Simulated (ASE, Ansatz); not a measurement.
## Pd/Pt superlattice along [111] (96 atoms): geometry optimisation

How does Pd/Pt superlattice along [111] (96 atoms) relax, and what do bonds, charges and levels look like afterwards?

Calculated with Ansatz 0.2.0; Kohn-Sham DFT, RPBE, PAW (set soft_2), plane waves.

**1. The starting structure**

The cell holds 96 atoms: 48 Pd and 48 Pt. Its edges and angles: a = 11.051 Å, b = 11.051 Å, c = 13.534 Å, α = 90.0°, β = 90.0°, γ = 120.0°. It derives from Pd and Pt. Fcc lattice with in-plane constant 3.907 Å; 1 period of Pd and 1 of Pt along [111], 4 x 4 in-plane cells; the two parts stretched along z by 0.9926 and 1.0074; not relaxed, displaced by a Gaussian of 0.02 Å. Regions: Pd, 48 atoms (48 Pd); Pt, 48 atoms (48 Pt).

Before any run, some limits are plain. The host structure and its lattice constant were typed by rule, without a check against the phase diagram. No spin–orbit coupling is included, so levels derived from the heavy atoms are approximate.

**2. Single point at the start**

A single point comes first, to see the forces before anything moves.

The input, input.yaml:

```yaml
crystal:
  lattice:
    - [11.05066, 0.0, 0.0]
    - [-5.52533, 9.57016, 0.0]
    - [0.0, 0.0, 13.53425]
  atoms:
    - { symbol: Pd, position: [0.7481, 0.74924, 0.00387] }
    - { symbol: Pd, position: [0.83028, 0.91466, 0.16457] }
    - { symbol: Pd, position: [0.74662, 0.49842, 0.99934] }
    - { symbol: Pd, position: [0.83103, 0.66558, 0.16553] }
    - { symbol: Pd, position: [0.91879, 0.83179, 0.33025] }
    - { symbol: Pd, position: [0.75038, 0.25025, 0.00033] }
    - { symbol: Pd, position: [0.83028, 0.41406, 0.16447] }
    - { symbol: Pd, position: [0.91994, 0.58497, 0.32882] }
    - { symbol: Pd, position: [0.74646, 0.99646, 0.00201] }
    - { symbol: Pd, position: [0.83039, 0.16389, 0.16301] }
    - { symbol: Pd, position: [0.91701, 0.33451, 0.33198] }
    - { symbol: Pd, position: [0.91588, 0.07944, 0.32881] }
    - { symbol: Pd, position: [0.49777, 0.7464, 0.0022] }
    - { symbol: Pd, position: [0.58372, 0.91474, 0.16583] }
    - { symbol: Pd, position: [0.49723, 0.49972, 0.9994] }
    - { symbol: Pd, position: [0.58122, 0.6669, 0.16644] }
    - { symbol: Pd, position: [0.6683, 0.83298, 0.33037] }
    - { symbol: Pd, position: [0.49748, 0.24614, 0.00502] }
    - { symbol: Pd, position: [0.58438, 0.41815, 0.16622] }
    - { symbol: Pd, position: [0.66792, 0.58357, 0.33098] }
    - { symbol: Pt, position: [0.75016, 0.74685, 0.4958] }
    - { symbol: Pt, position: [0.83253, 0.91582, 0.66448] }
    - { symbol: Pd, position: [0.50456, 0.00453, 0.99929] }
    - { symbol: Pd, position: [0.58348, 0.16802, 0.1627] }
    - { symbol: Pd, position: [0.66918, 0.33435, 0.33355] }
    - { symbol: Pt, position: [0.74777, 0.50175, 0.49656] }
    - { symbol: Pt, position: [0.83439, 0.66562, 0.66335] }
    - { symbol: Pt, position: [0.91773, 0.83366, 0.83374] }
    - { symbol: Pd, position: [0.66546, 0.08091, 0.3298] }
    - { symbol: Pt, position: [0.74704, 0.24739, 0.49789] }
    - { symbol: Pt, position: [0.8327, 0.42026, 0.66348] }
    - { symbol: Pt, position: [0.91637, 0.58014, 0.83029] }
    - { symbol: Pt, position: [0.74961, 0.00208, 0.49607] }
    - { symbol: Pt, position: [0.83452, 0.16723, 0.66265] }
    - { symbol: Pt, position: [0.91833, 0.33531, 0.833] }
    - { symbol: Pt, position: [0.9167, 0.07941, 0.83203] }
    - { symbol: Pd, position: [0.25409, 0.75385, 0.9996] }
    - { symbol: Pd, position: [0.33039, 0.91558, 0.16437] }
    - { symbol: Pd, position: [0.24918, 0.49601, 0.00096] }
    - { symbol: Pd, position: [0.33069, 0.66404, 0.16312] }
    - { symbol: Pd, position: [0.41465, 0.83136, 0.3295] }
    - { symbol: Pd, position: [0.24898, 0.25095, 0.99986] }
    - { symbol: Pd, position: [0.32911, 0.41198, 0.16745] }
    - { symbol: Pd, position: [0.41665, 0.58232, 0.3302] }
    - { symbol: Pt, position: [0.49801, 0.7483, 0.49823] }
    - { symbol: Pt, position: [0.58359, 0.91526, 0.66558] }
    - { symbol: Pd, position: [0.25055, 0.99906, 0.99881] }
    - { symbol: Pd, position: [0.33274, 0.16828, 0.16314] }
    - { symbol: Pd, position: [0.41614, 0.33158, 0.33029] }
    - { symbol: Pt, position: [0.50028, 0.49896, 0.49751] }
    - { symbol: Pt, position: [0.58353, 0.66701, 0.66577] }
    - { symbol: Pt, position: [0.66686, 0.83194, 0.83334] }
    - { symbol: Pd, position: [0.41475, 0.08265, 0.33293] }
    - { symbol: Pt, position: [0.49887, 0.25283, 0.49681] }
    - { symbol: Pt, position: [0.581, 0.41636, 0.66559] }
    - { symbol: Pt, position: [0.66607, 0.58374, 0.83164] }
    - { symbol: Pt, position: [0.50242, 0.00096, 0.49767] }
    - { symbol: Pt, position: [0.58499, 0.16662, 0.66283] }
    - { symbol: Pt, position: [0.66422, 0.33446, 0.83163] }
    - { symbol: Pt, position: [0.66748, 0.08658, 0.83019] }
    - { symbol: Pd, position: [0.99973, 0.74846, 0.00157] }
    - { symbol: Pd, position: [0.08084, 0.91487, 0.16407] }
    - { symbol: Pd, position: [0.00062, 0.502, 0.99959] }
    - { symbol: Pd, position: [0.07992, 0.66639, 0.16627] }
    - { symbol: Pd, position: [0.17051, 0.8357, 0.32903] }
    - { symbol: Pd, position: [0.00102, 0.24902, 0.99703] }
    - { symbol: Pd, position: [0.08422, 0.41761, 0.16371] }
    - { symbol: Pd, position: [0.16495, 0.58125, 0.33161] }
    - { symbol: Pt, position: [0.25073, 0.74948, 0.49522] }
    - { symbol: Pt, position: [0.33342, 0.91495, 0.66305] }
    - { symbol: Pd, position: [0.00219, 0.00165, 0.99959] }
    - { symbol: Pd, position: [0.08411, 0.16391, 0.16633] }
    - { symbol: Pd, position: [0.16981, 0.33522, 0.32979] }
    - { symbol: Pt, position: [0.24999, 0.50142, 0.49687] }
    - { symbol: Pt, position: [0.33464, 0.66708, 0.66565] }
    - { symbol: Pt, position: [0.41584, 0.83231, 0.83278] }
    - { symbol: Pd, position: [0.16875, 0.08622, 0.3324] }
    - { symbol: Pt, position: [0.24764, 0.25075, 0.49514] }
    [... 12 atom lines left out ...]
    - { symbol: Pt, position: [0.083, 0.4182, 0.65951] }
    - { symbol: Pt, position: [0.16434, 0.58399, 0.83146] }
    - { symbol: Pt, position: [0.00018, 0.99986, 0.5006] }
    - { symbol: Pt, position: [0.08306, 0.16441, 0.66355] }
    - { symbol: Pt, position: [0.16374, 0.33569, 0.83504] }
    - { symbol: Pt, position: [0.1679, 0.0844, 0.83239] }
kpoints:
  mp_grid: { grid: [2, 2, 1] }
hamiltonian:
  xc: rpbe
scf:
  occupations: { method: methfessel_paxton, width: 0.15 }
output:
  forces: true
  stress: true
  populations: intrinsic
  dos:
    method: { smearing: { sigma: 0.15 } }
    de: 0.1
    projected:
      site_lists:
        Pd: [0, 1, 2, 3, 4, 5, 6, 7, 8, 9, 10, 11, 12, 13, 14, 15, 16, 17, 18, 19, 22, 23, 24, 28, 36, 37, 38, 39, 40, 41, 42, 43, 46, 47, 48, 52, 60, 61, 62, 63, 64, 65, 66, 67, 70, 71, 72, 76]
        Pt: [20, 21, 25, 26, 27, 29, 30, 31, 32, 33, 34, 35, 44, 45, 49, 50, 51, 53, 54, 55, 56, 57, 58, 59, 68, 69, 73, 74, 75, 77, 78, 79, 80, 81, 82, 83, 84, 85, 86, 87, 88, 89, 90, 91, 92, 93, 94, 95]
  eigenvalues: true
```

Launch:

```
ansatz run input.yaml --threads 32 --pin off --max-ram 143360MiB --backend cuda --events-out ev --progress --plain --runs-dir out
```

Numbers of over 12 decimals in the logs are rounded to 6 here.

The log of the run:

```text
Engine: ansatz 0.2.0, aarch64-unknown-linux-gnu
Pseudopotentials: kind: paw
Pseudopotential: Pd, paw, valence charge 18, recommended cutoff 420 eV (normal), Pd.paw.azcp
Pseudopotential: Pt, paw, valence charge 18, recommended cutoff 420 eV (normal), Pt.paw.azcp
Functional definition: RPBE
  parameter kappa = 0.804
  parameter beta = 0.066725
  exchange = rpbe_x(kappa = kappa, mu = beta*pi^2/3)
  correlation = pbe_c(beta = beta)
device memory: the entry about to start is reckoned to put 27.2 GiB on a device that reports 182.5 GiB free
GPU FFT provider: cuFFT
GPU libraries: cuBLAS 13.8.1, cuFFT 12.4.0, cuSOLVER 12.3.2
GPU matrix products: emulated (plane waves: as basis.precision tells), large ones in fixed point in workspaces of 1.00 GiB
Crystal: 96 atoms, lattice volume = 1431.336 Å³
Basis set: ecut = 420 eV, 28029 PW (Γ), exchange–correlation on 150×150×192 points (8 copies of the dense FFT grid, shifted against one another)
Bands: 1037, of which v1, the nominal top of the filled ones, is band 864 counted from 1 (863 counted from 0)
Symmetry: 1 space group operations
Space group: P1 (ITA 1), of the structure as read, at distance tolerance 1.1e-4 Å
k-points: 4
Non-local potential: Pd, projectors of the file, l = 0: 2, l = 1: 2, l = 2: 2, l = 3: 1
Non-local potential: Pt, projectors of the file, l = 0: 3, l = 1: 2, l = 2: 2, l = 3: 1
PAW form: soft (Blöchl's): semilocal exchange-correlation on the pseudo side does not see the compensation charge
PAW frozen core: Pd, regenerated for the run's functional, and the local potential with it (the file was generated under x = pbe(κ = 0.804, μ = 0.219515), c = pbe(β = 0.066725))
PAW frozen core: Pt, regenerated for the run's functional, and the local potential with it (the file was generated under x = pbe(κ = 0.804, μ = 0.219515), c = pbe(β = 0.066725))
PAW one-centre angular grid: Pd, 590 points (default); XC on 64 Gauss nodes
PAW one-centre angular grid: Pt, 590 points (default); XC on 64 Gauss nodes
Initial density: superposition of atomic densities (neutral atoms: chi_scale 0, normalization atom), corrected by the library's trained network
Initial wavefunctions: pseudopotential atomic-orbital guess
GPU buffer pool allocated for 540000 grid points (all kernels)
GPU transforms: local potential and band sums: pruned to the plane-wave sphere, on 75×75×90
Functional: x = rpbe, c = pbe(β = 0.066725)
SCF iter   1: F=—  HF=-936826.950437 eV  |F-HF|=—  |Δ(HF+E_count)|=         —  Δρ=8.61e-3  dr2=1.17e0  ethr=1.77e-3  ⟨swp⟩=5.0  Hψ=14338  notcnv=0  defer=214
preconditioner: auto → Kerker (q_TF=auto, 2.815 Å⁻¹)  [metal: Δε(μ)=0.002 eV  Ē_g=8.595 eV  σ=0.150 eV  W_gap=0.01  n_scr=528 (ndim 8)  ℏωp=30.4 eV  f_vac=0.000  D(μ)=264.48/eV (n_scr^D=4686)]
SCF iter   2: F=—  HF=-936826.849685 eV  |F-HF|=—  |Δ(HF+E_count)|=   1.01e-1  S|Δr|=    0.00e0  Δρ=3.59e-3  dr2=1.48e-1  ethr=6.76e-5  ⟨swp⟩=1.0  Hψ=4772  notcnv=0  defer=212
SCF iter   3: F=—  HF=-936826.850662 eV  |F-HF|=—  |Δ(HF+E_count)|=   9.77e-4  S|Δr|=    0.00e0  Δρ=9.60e-4  dr2=3.64e-2  ethr=8.55e-6  ⟨swp⟩=2.0  Hψ=4896  notcnv=0  defer=212
SCF iter   4: F=—  HF=-936826.864955 eV  |F-HF|=—  |Δ(HF+E_count)|=   1.43e-2  S|Δr|=    0.00e0  Δρ=3.65e-4  dr2=1.90e-2  ethr=2.11e-6  ⟨swp⟩=2.0  Hψ=4734  notcnv=0  defer=212
SCF iter   5: F=—  HF=-936826.880134 eV  |F-HF|=—  |Δ(HF+E_count)|=   1.52e-2  S|Δr|=    0.00e0  Δρ=1.40e-4  dr2=2.03e-3  ethr=1.10e-6  ⟨swp⟩=1.0  Hψ=3615  notcnv=0  defer=212
SCF iter   6: F=—  HF=-936826.832525 eV  |F-HF|=—  |Δ(HF+E_count)|=   4.76e-2  S|Δr|=    0.00e0  Δρ=2.92e-5  dr2=2.78e-5  ethr=1.17e-7  ⟨swp⟩=1.0  Hψ=3615  notcnv=0  defer=212
SCF iter   7: F=—  HF=-936826.849915 eV  |F-HF|=—  |Δ(HF+E_count)|=   1.74e-2  S|Δr|=    0.00e0  Δρ=1.15e-5  dr2=8.40e-6  ethr=1.61e-9  ⟨swp⟩=2.0  Hψ=4719  notcnv=0  defer=212
SCF iter   8: F=—  HF=-936826.849915 eV  |F-HF|=—  |Δ(HF+E_count)|=   2.00e-7  S|Δr|=    0.00e0  Δρ=3.10e-6  dr2=1.85e-7  ethr=4.86e-10  ⟨swp⟩=1.0  Hψ=3615  notcnv=0  defer=212
SCF iter   9: F=-936826.849915 eV  HF=-936826.849915 eV  |F-HF|=2.14e-8  |Δ(HF+E_count)|=   1.98e-8  S|Δr|=    0.00e0  Δρ=9.04e-7  dr2=2.81e-8  ethr=5.79e-12  ⟨swp⟩=8.5  Hψ=16137  notcnv=0
SCF 1 converged in 9 iterations: F = -936826.849915 eV  dr2 = 2.81e-8
  greatest PAW one-centre occupation: 1.000 electrons in one spin orbital (limit 2), on the Pt atom at site 73 (counted from 0), in its partial waves of l = 0
SCF converged after 9 iterations
Stability not checked: this state was not tested for a lower state beside it, because cold or Methfessel-Paxton smearing, or corrected tetrahedra, fill the levels in a way that the test cannot read (fill_not_monotonic; see scf.lower_state_search)
Free energy (F): -936826.849915 eV
Harris-Foulkes:  -936826.849915 eV  (|F-HF|=2.14e-8)
Internal energy: -936826.517888 eV  (E = F + TS)
E sigma→0 (E₀):  -936826.766908 eV
Entropy (-TS):   -0.332027 eV (-3.459 meV/atom)
Fermi energy:    21.704623 eV
Step filling:    the computed levels leave a gap of 0.0010 eV = 0.0 smearing widths at the electron count; against every level under it full and every level over it empty, smearing changes F+E_penalty+E_count by -269.804 meV and its σ→0 estimate by -186.797 meV
--- Per-component energies (eV) ---
  E_band       = -12489.698784
  E_kinetic    = 55339.048125
  E_local      = -154316.390956  (includes V_loc(G=0)·N_el)
  E_nonlocal   = 19942.289594
  E_hartree    = 60440.451053
  E_xc         = -20716.485369
  E_vxc        = -24734.289456  (∫ρ·V_xc dr)
  E_paw        = -634827.615036  (= ΣΔE_a)
  E_vpaw       = -29601.288096  (= ΣTr[D̂ρ^β])
  E_aug_tail   = 0.020756  (compensation charges beyond the density's cutoff)
  E_ewald      = -262680.820240
  E_core_change = -7.015814  (= ΣΔE_core)
  E_smearing   = -0.332027  (= −TS)
  E_closure    = -0.000000  (closes the sum)
  Σ components = -936826.849915   (vs F -936826.849915, Δ=0.00e0)
--- Forces (eV/Å), atoms counted from 1 ---
[... 96 lines of forces left out ...]
  max |Σ_I F_I| component: 8.91e-6 eV/Å
--- Stress (GPa, compression-positive) ---
       13.678243      -0.015007      -0.004568
       -0.015007      13.673109      -0.012793
       -0.004568      -0.012793      14.355742
  P = ⅓ Tr σ = 13.9024 GPa (139.024 kbar)
--- Band table (eV) ---
[... left out ...]
--- intrinsic populations: 96 sites ---
  site symbol       q [e]
[... 96 lines, one an atom, left out ...]
  spilling = -0.000000 (of n_electrons = 1728.000000)
```

It took 5.5 s on 1 × NVIDIA GB200 with 32 threads of Arm Neoverse V2, shared host; peak memory 3.3 GiB.

In the SCF lines HF is the Harris–Foulkes energy and dr2 the Hartree energy of the density residual, in eV; the loop may stop once dr2 is under the threshold and the program's other checks hold. Hψ counts applications of the Hamiltonian.

That memory is the host's; the program planned up to 27.2 GiB on the GPU. Forces of this run were stored rounded, and per-atom blocks of the log weren't kept.

Numbers from this run:

```yaml
free_energy: -936826.8499 eV
free_energy_per_atom: -9758.6130 eV/atom
scf_cycles: 9
pressure: 13.9 GPa
r_m_s_force_component: 0.2653 eV/Å
longest_force: 1.046 eV/Å
fermi_energy: 21.7 eV
levels_partly_filled_by_over_2_per_cent: 107
```

The r.m.s. force component of 0.27 eV/Å and the pressure of 14 GPa set the starting point.

Length of the force by element:

| element | coordination | atoms | mean length of the force (eV/Å) | spread | least | most |
| --- | --- | --- | --- | --- | --- | --- |
| Pd | all | 48 | 0.397 | 0.173 | 0.104 | 1.05 |
| Pt | all | 48 | 0.450 | 0.180 | 0.121 | 0.858 |

**3. Cell and atoms relaxed**

The cell is relaxed with the atoms, since the starting lattice needn't suit this functional.

input.yaml, the sections that differ from step 2:

```yaml
output:
  forces: true
relax:
  f_tol: 0.05
  max_steps: 200
  cell: {}
# crystal, kpoints, hamiltonian, scf: as in step 2
```

The log of the run:

```text
[...]
GPU FFT provider: cuFFT
GPU libraries: cuBLAS 13.8.1, cuFFT 12.4.0, cuSOLVER 12.3.2
[...]
Crystal: 96 atoms, lattice volume = 1431.336 Å³
Basis set: ecut = 420 eV, 28029 PW (Γ), exchange–correlation on 150×150×192 points (8 copies of the dense FFT grid, shifted against one another)
Bands: 1037, of which v1, the nominal top of the filled ones, is band 864 counted from 1 (863 counted from 0)
Symmetry: 1 space group operations
[...]
k-points: 4
[...]
GPU buffer pool allocated for 540000 grid points (all kernels)
[...]
SCF iter   1: F=—  HF=-936826.950431 eV  |F-HF|=—  |Δ(HF+E_count)|=         —  Δρ=8.61e-3  dr2=1.17e0  ethr=1.77e-3  ⟨swp⟩=5.0  Hψ=14338  notcnv=0  defer=214
[...]
SCF iter   9: F=-936826.849915 eV  HF=-936826.849915 eV  |F-HF|=1.96e-8  |Δ(HF+E_count)|=   2.19e-8  S|Δr|=    0.00e0  Δρ=8.76e-7  dr2=2.59e-8  ethr=5.79e-12  ⟨swp⟩=3.0  Hψ=9548  notcnv=0
SCF 1 converged in 9 iterations: F = -936826.849915 eV  dr2 = 2.59e-8
[...]
relax step   1: F+E_penalty+E_count = -936826.84991480 eV  Δ(F+E_penalty+E_count) = +0.000e0 eV  max|allowed force component| = 9.074e-1 eV/Å  Δτ_max = 0.0000 Å  P = +13.902 GPa  Ω = 1431.336 Å³  (9 SCF iters, dr2 threshold 1.00e-7 eV, accepted)
[...]
relax step   2: F+E_penalty+E_count = -936826.26143141 eV  Δ(F+E_penalty+E_count) = +5.885e-1 eV  max|allowed force component| = 2.601e-1 eV/Å  Δτ_max = 0.0586 Å  P = -11.433 GPa  Ω = 1640.465 Å³  energy of the carried Pulay correction = -1.065e-1 eV  (8 SCF iters, dr2 threshold 9.60e-6 eV, rejected (line search))
[...]
relax step   3: F+E_penalty+E_count = -936830.74159276 eV  Δ(F+E_penalty+E_count) = -3.892e0 eV  max|allowed force component| = 2.040e-1 eV/Å  Δτ_max = 0.0828 Å  P = +3.543 GPa  Ω = 1496.807 Å³  energy of the carried Pulay correction = -3.498e-2 eV  (12 SCF iters, accepted)
[...]
relax step   4: F+E_penalty+E_count = -936830.93556412 eV  Δ(F+E_penalty+E_count) = -1.940e-1 eV  max|allowed force component| = 3.683e-2 eV/Å  Δτ_max = 0.0242 Å  P = -0.066 GPa  Ω = 1525.656 Å³  energy of the carried Pulay correction = -4.990e-2 eV  (7 SCF iters, dr2 threshold 9.60e-6 eV, accepted)
[...]
relax step   5: F+E_penalty+E_count = -936831.10330010 eV  Δ(F+E_penalty+E_count) = -1.677e-1 eV  max|allowed force component| = 9.445e-3 eV/Å  Δτ_max = 0.0188 Å  P = +0.038 GPa  Ω = 1523.569 Å³  energy of the carried Pulay correction = -4.883e-2 eV  (7 SCF iters, dr2 threshold 4.87e-6 eV, accepted)
[...]
relax step   6: F+E_penalty+E_count = -936831.10794238 eV  Δ(F+E_penalty+E_count) = -4.642e-3 eV  max|allowed force component| = 1.940e-3 eV/Å  Δτ_max = 0.0183 Å  P = +0.016 GPa  Ω = 1523.640 Å³  energy of the carried Pulay correction = -4.887e-2 eV  (8 SCF iters, dr2 threshold 5.43e-8 eV, accepted)
[...]
relax step   7: F+E_penalty+E_count = -936831.14599050 eV  Δ(F+E_penalty+E_count) = -3.805e-2 eV  max|allowed force component| = 1.949e-3 eV/Å  Δτ_max = 0.0000 Å  P = -0.021 GPa  Ω = 1523.640 Å³  stress off target by 2.78e-2 GPa  SCF on the basis re-selected at this cell (its energy is not comparable with the rows above)  (7 SCF iters)
basis re-selected at this cell: Δ(F+E_penalty+E_count) = -3.805e-2 eV, ΔP = -0.037 GPa vs the last step (what re-selecting the basis moved, of the pressure what is left beyond the Pulay correction that the steps carried, after the strain that the cell walked since its last selection, [...]
SCF converged after 7 iterations
[...]
Free energy (F): -936831.145991 eV
[...]
Internal energy: -936830.723091 eV  (E = F + TS)
E sigma→0 (E₀):  -936831.040266 eV
Entropy (-TS):   -0.422900 eV (-4.405 meV/atom)
Fermi energy:    19.964242 eV
[...]
--- Forces (eV/Å), atoms counted from 1 ---
[... 96 lines of forces left out ...]
  max |Σ_I F_I| component: 6.96e-6 eV/Å
--- Stress (GPa, compression-positive) ---
       -0.019307      -0.002646       0.005501
       -0.002646      -0.021033       0.001487
        0.005501       0.001487      -0.022492
  P = ⅓ Tr σ = -0.0209 GPa (-0.209 kbar)
--- Band table (eV) ---
[... left out ...]
--- Relaxed structure (6 steps of the walk, 5 accepted, 1 SCFs on fresh bases) ---
  F+E_penalty+E_count = -936831.14599050 eV   max|allowed force component| = 1.949e-3 eV/Å   (the final SCF, on the basis selected at the relaxed cell)
  cell:  # Å, volume = 1523.6403 Å³
    - [11.253014, 0.00398686, -0.016805]
    - [-5.623054, 9.738315, -0.00131954]
    - [-0.020582, -0.013749, 13.900880]
  atoms:
[... 96 atom lines left out ...]
```

It took 13 s on 1 × NVIDIA GB200 with 32 threads; peak memory 1.7 GiB; 51 s of CPU time.

That memory is the host's; the program planned up to 26.3 GiB on the GPU.

The program notes that the band table was not solved further than the SCF left it.

Relaxation path:

| step | energy less that of the first step (eV) | largest force component (eV/Å) | pressure (GPa) | volume (Å³) |
| --- | --- | --- | --- | --- |
| 1 | 0.0000 | 0.9074 | 13.90 | 1431.34 |
| 2 | 0.5885 | 0.2601 | -11.43 | 1640.47 |
| 3 | -3.8917 | 0.2040 | 3.54 | 1496.81 |
| 4 | -4.0856 | 0.0368 | -0.07 | 1525.66 |
| 5 | -4.2534 | 0.0094 | 0.04 | 1523.57 |
| 6 | -4.2580 | 0.0019 | 0.02 | 1523.64 |
| 7* | -4.2961 | 0.0019 | -0.02 | 1523.64 |

Relaxation steps marked * repeat the geometry before them on a plane-wave basis chosen anew for their cell, so energy and pressure can jump there. Relaxation step 2 was tried and not accepted.

| cell as run | before | after | change |
| --- | --- | --- | --- |
| a (Å) | 11.051 | 11.253 | +1.8 % |
| b (Å) | 11.051 | 11.245 | +1.8 % |
| c (Å) | 13.534 | 13.901 | +2.7 % |
| α (°) | 90.00 | 90.01 | +0.0 % |
| β (°) | 90.00 | 90.17 | +0.2 % |
| γ (°) | 120.00 | 119.98 | -0.0 % |
| volume (Å³/atom) | 14.91 | 15.87 | +6.4 % |

The atoms that moved most (Å, as changes of fractional coordinates times the final cell):

| atom | dx | dy | dz | length |
| --- | --- | --- | --- | --- |
| Pd18 | -0.005 | 0.025 | -0.098 | 0.101 |
| Pd1 | 0.005 | -0.005 | -0.082 | 0.082 |
| Pt91 | 0.011 | -0.019 | 0.075 | 0.078 |
| Pd23 | -0.037 | -0.057 | -0.018 | 0.070 |
| Pt95 | 0.034 | -0.036 | -0.047 | 0.068 |
| Pd37 | -0.036 | -0.050 | -0.022 | 0.066 |
| Pd13 | -0.007 | 0.022 | -0.059 | 0.063 |
| Pd9 | 0.008 | 0.022 | -0.056 | 0.061 |

The relaxation changed the energy by -44.8 meV/atom, and atoms moved by 0.04 Å r.m.s., 0.10 Å at most.

(Continued in part 2 of 2.)

[Logs are printed without paths, hosts, clocks, repeated set-up lines and the standing remarks that a program may print on its own settings, such as how far it seeks lower states.]

[Hosts, paths, dates, database ids (printed as entryN), source tags and the programs' standing remarks are cut or masked in the printed files.]
